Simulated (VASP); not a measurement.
# GaP (R-3m) in VASP: Born charges and dielectric tensor with LDA

Aim: the Born charges and dielectric tensor of GaP with LDA.

Program: VASP 6.6.1. These are calculated values, not measurements. Logs are shortened: lines on timing, memory, paths and dates and some standing lists are left out, and cuts for length are marked.

## (1) The structure

The structure is trigonal, space group R-3m (No. 166). The conventional cell has a = 3.796 Å, b = 3.796 Å, c = 18.904 Å, α = 90.00°, β = 90.00°, γ = 120.00°. Ga (site symmetry 3m) has 3 P at 2.35 Å and 1 Ga at 2.42 Å as nearest neighbours. P (site symmetry 3m) has 1 P at 2.19 Å and 3 Ga at 2.35 Å as nearest neighbours.

Measurements of this composition are mostly on another form, of space group No. 216.

## (2) Born charges and dielectric tensor, LDA

INCAR

```
PREC = Accurate
ENCUT = 600
EDIFF = 1E-8
ISMEAR = 0
SIGMA = 0.02
LREAL = False
LASPH = True
NELM = 100
ALGO = Fast
ISIF = 2
LWAVE = False
LCHARG = False
GGA = CA
LEPSILON = True
IBRION = 8
NSW = 1
```

KPOINTS

```
Automatic mesh
0
Gamma
  9 9 9
```

POSCAR

```
GaP
1.0
    1.8982300000      1.0959400000      6.3011800000
   -1.8982300000      1.0959400000      6.3011800000
    0.0000000000     -2.1918900000      6.3011800000
Ga P
2 2
Direct
    0.4359300000      0.4359300000      0.4359300000
    0.5640700000      0.5640700000      0.5640700000
    0.0579600000      0.0579600000      0.0579600000
    0.9420400000      0.9420400000      0.9420400000
```

Potentials or basis: VASP PAW LDA potentials, release 64 (Ga, P).

Command:

```sh
cat potpaw_LDA.64/Ga/POTCAR potpaw_LDA.64/P/POTCAR > POTCAR
mpirun -np 1 vasp_std > vasp.out
```

OUTCAR:

```text
PREC = Accurate
   ENCUT = 600
   EDIFF = 1E-8
   ISMEAR = 0
   LREAL = False
   LASPH = True
   NELM = 100
   ISIF = 2
   GGA = CA
   LEPSILON = True
   IBRION = 8
   NSW = 1

 ion  position               nearest neighbor table
   1  0.436  0.436  0.436-   3 2.35   3 2.35   3 2.35   2 2.42
   2  0.564  0.564  0.564-   4 2.35   4 2.35   4 2.35   1 2.42
   3  0.058  0.058  0.058-   4 2.19   1 2.35   1 2.35   1 2.35
   4  0.942  0.942  0.942-   3 2.19   2 2.35   2 2.35   2 2.35

  LATTYP: Found a trigonal (rhomboedric) cell.
 ALAT       =     6.6715238896
 COS(alpha) =     0.8380885470

  Lattice vectors:

 A1 = (   1.8982300000,   1.0959400000,   6.3011800000)
 A2 = (  -1.8982300000,   1.0959400000,   6.3011800000)
 A3 = (   0.0000000000,  -2.1918900000,   6.3011800000)

Analysis of symmetry for initial positions (statically):
=====================================================================
 Subroutine PRICEL returns:
 Original cell was already a primitive cell.

 Routine SETGRP: Setting up the symmetry group for a
 trigonal (rhombohedral) supercell.

 Subroutine GETGRP returns: Found 12 space group operations
 (whereof 12 operations were pure point group operations)
 out of a pool of 12 trial point group operations.

The static configuration has the point symmetry D_3d.

Analysis of symmetry for dynamics (positions and initial velocities):
=====================================================================
 Subroutine PRICEL returns:
 Original cell was already a primitive cell.

 Routine SETGRP: Setting up the symmetry group for a
 trigonal (rhombohedral) supercell.

 Subroutine GETGRP returns: Found 12 space group operations
 (whereof 12 operations were pure point group operations)
[... 636 lines left out ...]
 ---------------------------------------------------------------------------------
 ion    1
    1     1.55812     0.00000     0.00000
    2     0.00000     1.55812    -0.00000
    3    -0.00000    -0.00000     1.21416
 ion    2
    1     1.55812     0.00000     0.00000
    2     0.00000     1.55812    -0.00000
    3    -0.00000    -0.00000     1.21416
 ion    3
    1    -1.55812     0.00000     0.00000
    2     0.00000    -1.55812     0.00000
    3     0.00000     0.00000    -1.21416
 ion    4
    1    -1.55812     0.00000     0.00000
    2     0.00000    -1.55812     0.00000
    3     0.00000     0.00000    -1.21416

 INTERNAL STRAIN TENSOR FOR ION    4 for displacements in x,y,z  (eV/Angst):
          X           Y           Z          XY          YZ          ZX
  --------------------------------------------------------------------------------
  x     0.00000     0.00000     0.00000     7.88364     0.00000    -4.95848
  y     7.88364    -7.88363    -0.00001     0.00000    -5.07611     0.00000
  z    -5.52937    -5.52937    15.49121     0.00000    -0.00001    -0.00000

 SECOND DERIVATIVES (NOT SYMMETRIZED)
 ------------------------------------
               1X          1Y          1Z          2X          2Y          2Z          3X          3Y          3Z          4X          4Y          4Z
  1X   -10.256604    0.000000    0.000000    0.536835    0.000000   -0.000000   10.240068    0.000000    0.000000   -0.520298   -0.000000    0.000000
  1Y     0.000000  -10.256599    0.000007   -0.000000    0.536834   -0.000003   -0.000000   10.240063   -0.000003    0.000000   -0.520298   -0.000001
  1Z     0.000000    0.000007  -12.732153    0.000000   -0.000003    6.413490    0.000000   -0.000003    4.895593    0.000000   -0.000001    1.423070
  2X     0.536835    0.000000   -0.000000  -10.256604    0.000000    0.000000   -0.520298   -0.000000    0.000000   10.240068    0.000000    0.000000
  2Y    -0.000000    0.536834   -0.000003    0.000000  -10.256599    0.000007    0.000000   -0.520298   -0.000001   -0.000000   10.240063   -0.000003
  2Z     0.000000   -0.000003    6.413490    0.000000    0.000007  -12.732153    0.000000   -0.000001    1.423070    0.000000   -0.000003    4.895593
  3X    10.242096   -0.000000    0.000000   -0.520301    0.000000    0.000000  -11.200628    0.000000    0.000000    1.478833   -0.000000    0.000000
  3Y     0.000000   10.242091   -0.000003    0.000000   -0.520301   -0.000001    0.000000  -11.200622    0.000008    0.000000    1.478833   -0.000005
  3Z     0.000000   -0.000003    4.899293    0.000000   -0.000001    1.415368    0.000000    0.000008  -15.284786    0.000000   -0.000005    8.970125
  4X    -0.520301    0.000000    0.000000   10.242096   -0.000000    0.000000    1.478833   -0.000000    0.000000  -11.200628    0.000000    0.000000
  4Y     0.000000   -0.520301   -0.000001    0.000000   10.242091   -0.000003    0.000000    1.478833   -0.000005    0.000000  -11.200622    0.000008
  4Z     0.000000   -0.000001    1.415368    0.000000   -0.000003    4.899293    0.000000   -0.000005    8.970125    0.000000    0.000008  -15.284786

 Eigenvectors and eigenvalues of the dynamical matrix
 ----------------------------------------------------

   1 f  =   13.929102 THz    87.519126 2PiTHz  464.624815 cm-1    57.606109 meV
             X         Y         Z           dx          dy          dz
      0.000000 -0.000004  8.240620     0.000000   -0.000000    0.100879
      0.000000 -0.000006 10.662920    -0.000000    0.000000   -0.100879
      0.000000 -0.000001  1.095649    -0.000000    0.000001   -0.699874
      0.000000 -0.000009 17.807891     0.000000   -0.000001    0.699874
[... 71 lines left out ...]
  12 f/i=    0.001240 THz     0.007794 2PiTHz    0.041378 cm-1     0.005130 meV
             X         Y         Z           dx          dy          dz
      0.000000 -0.000004  8.240620    -0.000000   -0.000000    0.588332
      0.000000 -0.000006 10.662920    -0.000000   -0.000000    0.588332
      0.000000 -0.000001  1.095649    -0.000000   -0.000000    0.392257
      0.000000 -0.000009 17.807891    -0.000000   -0.000000    0.392257

--------------------------------------------------------------------------------------------------------

 MACROSCOPIC STATIC DIELECTRIC TENSOR IONIC CONTRIBUTION
 ------------------------------------------------------
           1.149181     0.000000    -0.000000
           0.000000     1.149181    -0.000001
          -0.000000    -0.000001     1.073866
 ------------------------------------------------------

 ELASTIC MODULI CONTR FROM IONIC RELAXATION (kBar)
 Direction    XX          YY          ZZ          XY          YZ          ZX
 --------------------------------------------------------------------------------
 XX        -301.3801    101.0105    182.9240      0.0000    135.5549     -0.0000
 YY         101.0105   -301.3795    182.9239      0.0000   -135.5549      0.0000
 ZZ         182.9240    182.9239   -434.3134     -0.0000      0.0002      0.0000
 XY           0.0000      0.0000     -0.0000   -201.1954     -0.0000    133.4212
 YZ         135.5549   -135.5549      0.0002     -0.0000   -115.3390     -0.0000
 ZX          -0.0000      0.0000      0.0000    133.4212     -0.0000   -119.9262
 --------------------------------------------------------------------------------

 PIEZOELECTRIC TENSOR IONIC CONTR  for field in x, y, z        (C/m^2)
          XX          YY          ZZ          XY          YZ          ZX
  --------------------------------------------------------------------------------
  x     0.00000     0.00000    -0.00000     0.00000    -0.00000     0.00000
  y     0.00000     0.00000     0.00000     0.00000    -0.00000    -0.00000
  z    -0.00000    -0.00000     0.00000     0.00000    -0.00000    -0.00000
```

OSZICAR:

```text
N       E                     dE             d eps       ncg     rms          rms(c)
DAV:   1     0.487483331243E+02    0.48748E+02   -0.65793E+03  2040   0.122E+03
DAV:   2    -0.170984129308E+02   -0.65847E+02   -0.60932E+02  2720   0.156E+02
[... 13 lines left out ...]
RMM:   7    -0.596229281973E-01    0.40926E-05    0.56956E-08  3712   0.181E-03    0.443E-04
RMM:   8    -0.596226892495E-01    0.23895E-06   -0.96014E-08  3726   0.535E-04    0.165E-04
RMM:   9    -0.596238050158E-01   -0.11158E-05   -0.36215E-08  3755   0.235E-04    0.541E-05
RMM:  10    -0.596237557740E-01    0.49242E-07    0.60113E-08  3935   0.989E-05    0.192E-05
RMM:  11    -0.596237453427E-01    0.10431E-07   -0.14162E-08  4048   0.735E-05    0.402E-06
RMM:  12    -0.596237544572E-01   -0.91146E-08   -0.92095E-09  4326   0.647E-05    0.160E-06
 Linear response finished
```

stdout:

```text
POSCAR found type information on POSCAR GaP
 POSCAR found :  2 types and       4 ions
 scaLAPACK will be used
 LDA part: xc-table for (Slater(with rela. corr.)+CA(PZ))
 , standard interpolation
 POSCAR, INCAR and KPOINTS ok, starting setup
 FFT: planning ... GRIDC
 FFT: planning ... GRID_SOFT
 FFT: planning ... GRID
[... 33 lines left out ...]
 first order change of Fermi-energy   0.10993E+01
 force on displaced ion       1 direction 3 :   0.000   0.000 -12.732
 Born effective charge ion    1 direction 3 :   0.000  -0.000   1.215
 Linear response progress:
 first order change of Fermi-energy   0.39677E-02
 force on displaced ion       3 direction 1 : -11.198   0.005   0.001
 Born effective charge ion    3 direction 1 :  -1.585  -0.000  -0.000
 Linear response progress:
 first order change of Fermi-energy  -0.61246E+01
 force on displaced ion       3 direction 3 :   0.000   0.000 -15.285
 Born effective charge ion    3 direction 3 :   0.000   0.000  -1.218
 Born effective charges drift removed
 Linear response finished
```

Run time: 64 min. Hardware: 1 thread of Intel Xeon 6975P-C (Granite Rapids), shared host; peak memory 1.2 GiB.

What came out:

```
Band gap on the k mesh                                  : 0.75 eV, indirect (least direct gap 1.19 eV)
Electronic dielectric tensor (diagonal)                 : 11.90, 11.90, 14.01
Born charges (mean of the diagonal)                     : Ga +1.44; P -1.44 e
Highest phonon frequency at Γ, LO-TO splitting left out : 465 cm⁻¹
```

Levels at points of the mesh, in eV from the valence-band top:
```tsv
k point	band 4	band 5	band 6	band 7	band 8	band 9	band 10	band 11	band 12
(0.00, 0.00, 0.00)	-1.85	-1.85	-0.22	0.00	0.00	1.19	1.93	2.75	3.67
```

Phonon frequencies in cm⁻¹ (negative: imaginary):
```tsv
q point	frequencies
(0.000, 0.000, 0.000)	0 0 0 70 70 268 283 351 351 385 385 465
```

Electronic dielectric tensor:
```
11.90  0.00  0.00
 0.00 11.90  0.00
 0.00  0.00 14.01
```

Born effective charge tensors (e):
atom 1, Ga
```
1.56 0.00 0.00
0.00 1.56 0.00
0.00 0.00 1.21
```
atom 2, Ga
```
1.56 0.00 0.00
0.00 1.56 0.00
0.00 0.00 1.21
```
atom 3, P
```
-1.56  0.00  0.00
 0.00 -1.56  0.00
 0.00  0.00 -1.21
```
atom 4, P
```
-1.56  0.00  0.00
 0.00 -1.56  0.00
 0.00  0.00 -1.21
```

Caveat: an odd mesh through Γ misses points on the zone boundary, where band edges often lie.
